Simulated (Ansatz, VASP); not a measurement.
**One calculation of Na, two programs**

The input INCAR:

```
SYSTEM = Na
PREC = Accurate
ENCUT = 520
EDIFF = 1E-7
ISMEAR = 0
SIGMA = 0.01
LREAL = .False.
LASPH = .True.
NELM = 80
ALGO = Normal
ISIF = 2
LWAVE = .False.
LCHARG = .False.
NBANDS = 10
```

The input KPOINTS:

```
regular mesh
0
Gamma
  11 11 11
  0 0 0
```

File POSCAR:

```
Na
1.0
   -2.0287155323      2.0287155323      2.0287155323
    2.0287155323     -2.0287155323      2.0287155323
    2.0287155323      2.0287155323     -2.0287155323
Na
1
Direct
    0.0000000000      0.0000000000      0.0000000000
```

Input for Ansatz:

```yaml
crystal:
  lattice:
    - [-2.0287155323, 2.0287155323, 2.0287155323]
    - [2.0287155323, -2.0287155323, 2.0287155323]
    - [2.0287155323, 2.0287155323, -2.0287155323]
  atoms:
    - { symbol: Na, position: [0.0, 0.0, 0.0] }
hamiltonian:
  xc: lda
  pseudopotentials:
    kind: paw
    azcp:
      Na: "pseudopotentials/Na.paw.azcp"
basis:
  ecutwfc: 420
  fft_grid_basis: typed
kpoints:
  mp_grid: { grid: [11, 11, 11], shift: [0, 0, 0] }
magnetization:
  spin_polarized: false
scf:
  occupations: { method: gaussian, width: 0.01 }
  lower_state_search: "off"
output:
  stress: true
```

Alike in both runs: task single point; functional LDA; k mesh 11 × 11 × 11; occupations gaussian, width 0.01 eV; no spin polarisation.

|  | VASP | Ansatz |
| --- | --- | --- |
| version | VASP 6.6.1 | Ansatz 0.2.0 |
| potentials or method | VASP PAW LDA potentials, release 64 (Na_pv) | plane waves (420 eV) with PAW, scalar-relativistic |
| plane-wave cutoff (eV) | 520 | 420 |
| valence electrons in the cell | 7 | 9 |

Ansatz gave:

```
pressure (GPa) : 0.0
```

Question: Which values does VASP return?

Answer: Pressure (GPa): -0.1.

The two sets of potentials don't hold the same shells in valence. Ansatz warned: «pseudo_functional_mismatch».
